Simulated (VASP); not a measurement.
A run of VASP 6.6.1 is set up as follows.

Contents of INCAR:

```
SYSTEM = TiN
PREC     = Accurate       ! precision mode
ENCUT    = 520            ! plane-wave cutoff, eV
EDIFF    = 1E-7           ! SCF threshold, eV
ISMEAR   = 0              ! smearing method
SIGMA    = 0.02           ! smearing width, eV
LREAL    = .False.        ! projectors in reciprocal space
LASPH    = .True.         ! aspherical terms in the spheres
NELM     = 60             ! most SCF steps
ALGO     = Fast           ! electronic algorithm
ISIF     = 2              ! what is computed and relaxed
LWAVE    = .False.        ! write WAVECAR
LCHARG   = .False.        ! write CHGCAR
LMAXMIX  = 4              ! l up to which the mixer works
GGA      = PE             ! functional
NBANDS   = 16             ! bands
```

File KPOINTS:

```
regular mesh
0
Gamma
  4 4 4
  0 0 0
```

The input POSCAR:

```
TiN                                     
1.0
    0.0000000000      2.1262925010      2.1262925010
    2.1262925010      0.0000000000      2.1262925010
    2.1262925010      2.1262925010      0.0000000000
  Ti              N             
     1     1
Direct
     0.0000000000000000    0.0000000000000000    0.0000000000000000
     0.5000000000000000    0.5000000000000000    0.5000000000000000
```

Contents of KPOINTS_OPT:

```
path GXWKGLUWLK,UX
10
line-mode
reciprocal
 0.0000000000  0.0000000000  0.0000000000  G
 0.5000000000  0.0000000000  0.5000000000  X

 0.5000000000  0.0000000000  0.5000000000  X
 0.5000000000  0.2500000000  0.7500000000  W

 0.5000000000  0.2500000000  0.7500000000  W
 0.3750000000  0.3750000000  0.7500000000  K

 0.3750000000  0.3750000000  0.7500000000  K
 0.0000000000  0.0000000000  0.0000000000  G

 0.0000000000  0.0000000000  0.0000000000  G
 0.5000000000  0.5000000000  0.5000000000  L

 0.5000000000  0.5000000000  0.5000000000  L
 0.6250000000  0.2500000000  0.6250000000  U

 0.6250000000  0.2500000000  0.6250000000  U
 0.5000000000  0.2500000000  0.7500000000  W

 0.5000000000  0.2500000000  0.7500000000  W
 0.5000000000  0.5000000000  0.5000000000  L

 0.5000000000  0.5000000000  0.5000000000  L
 0.3750000000  0.3750000000  0.7500000000  K

 0.6250000000  0.2500000000  0.6250000000  U
 0.5000000000  0.0000000000  0.5000000000  X
```

Potentials or basis: VASP PAW PBE potentials, release 64 (Ti_sv, N).

The run is started by

```bash
$ cat potpaw_PBE.64/Ti_sv/POTCAR potpaw_PBE.64/N/POTCAR > POTCAR
$ mpirun -np 1 vasp_std > vasp.out
```

Question: Predict the band gap along the path.

Answer: None (metal or under the smearing width).

Question: Predict the pressure.

Answer: -0.1 GPa.

Levels at the corners of the path, in eV from the Fermi level:
```tsv
point	band 4	band 5	band 6	band 7	band 8	band 9	band 10	band 11	band 12	band 13
Γ	-33.53	-16.68	-1.66	-1.66	-1.66	-0.26	-0.26	-0.26	0.91	0.91
X	-33.73	-15.27	-5.45	-2.84	-2.84	-2.68	1.95	2.69	2.69	3.88
X	-33.73	-15.27	-5.45	-2.84	-2.84	-2.68	1.95	2.69	2.69	3.88
W	-33.75	-14.82	-5.08	-5.08	-4.96	1.26	1.26	2.69	3.41	4.17
W	-33.75	-14.82	-5.08	-5.08	-4.96	1.26	1.26	2.69	3.41	4.17
K	-33.68	-14.86	-5.42	-5.33	-4.07	-0.11	2.29	2.62	3.87	4.05
K	-33.68	-14.86	-5.42	-5.33	-4.07	-0.11	2.29	2.62	3.87	4.05
Γ	-33.53	-16.68	-1.66	-1.66	-1.66	-0.26	-0.26	-0.26	0.91	0.91
Γ	-33.53	-16.68	-1.66	-1.66	-1.66	-0.26	-0.26	-0.26	0.91	0.91
L	-33.59	-14.26	-7.66	-5.07	-5.07	2.00	2.00	2.67	6.02	6.02
L	-33.59	-14.26	-7.66	-5.07	-5.07	2.00	2.00	2.67	6.02	6.02
U	-33.68	-14.86	-5.42	-5.33	-4.07	-0.11	2.29	2.62	3.87	4.05
U	-33.68	-14.86	-5.42	-5.33	-4.07	-0.11	2.29	2.62	3.87	4.05
W	-33.75	-14.82	-5.08	-5.08	-4.96	1.26	1.26	2.69	3.41	4.17
W	-33.75	-14.82	-5.08	-5.08	-4.96	1.26	1.26	2.69	3.41	4.17
L	-33.59	-14.26	-7.66	-5.07	-5.07	2.00	2.00	2.67	6.02	6.02
L	-33.59	-14.26	-7.66	-5.07	-5.07	2.00	2.00	2.67	6.02	6.02
K	-33.68	-14.86	-5.42	-5.33	-4.07	-0.11	2.29	2.62	3.87	4.05
U	-33.68	-14.86	-5.42	-5.33	-4.07	-0.11	2.29	2.62	3.87	4.05
X	-33.73	-15.27	-5.45	-2.84	-2.84	-2.68	1.95	2.69	2.69	3.88
```

Caveat: the k mesh is coarse (spacing up to 0.64 Å⁻¹), so the values aren't converged.
